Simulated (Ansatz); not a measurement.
The calculation used Ansatz, DFT PBE, scalar-relativistic, plane waves, PAW. All cells share a 420 eV cutoff and Γ-centred k meshes spaced at most about 0.3 Å⁻¹ (about 0.25 or finer for metals, 2π included). No spin polarisation.

Temperature and zero-point effects are left out.

Question: Order these relaxed structures of Mg3SnN2 by energy, lowest first, with the energy over the lowest of them.
A.

```
Mg Sn N
1.0
     3.39687    1.96118    4.88306
    -3.39687    1.96118    4.88306
     0.00000   -3.92237    4.88306
Mg Sn N
3 1 2
Direct
  0.00000 0.50000 0.00000
  0.50000 0.00000 0.00000
  0.00000 0.00000 0.50000
  0.00000 0.00000 0.00000
  0.83307 0.83307 0.83307
  0.16693 0.16693 0.16693
```

B.

```
Mg Sn N
1.0
     3.68415    0.00000    0.00000
     0.00000    3.68415    0.00000
     0.00000    0.00000    6.65521
Mg Sn N
3 1 2
Cartesian
  1.8421 1.8421 0.0000
  0.0000 1.8421 2.5188
  1.8421 0.0000 4.1364
  0.0000 0.0000 0.0000
  0.0000 1.8421 4.5962
  1.8421 0.0000 2.0590
```

Answer: A (0 meV/atom), B (77 meV/atom). Forms: A R-3m; B P-4m2. Counting N atoms around Mg and Sn (those within 1.25 times the shortest such distance or 1.15 times the sum of covalent radii; the shortest distance is added where it is long for a bond; a slash parts the counts of unlike sites): A has Mg 2, Sn 2; B has Mg 1/4 from 2.8 Å, Sn 4 from 2.8 Å. Both come from invented guesses. The lowest form computed isn't among them: it has space group P6/mmm (No. 191), 14.4 Å³/atom and lies 0.51 eV/atom below the best shown. Even the lowest of the cells shown lies +0.26 eV/atom against the elements.

Cells relaxed within their symmetry can be saddle points. Some candidate types were left out of the draw beforehand, so a known form may be missing.
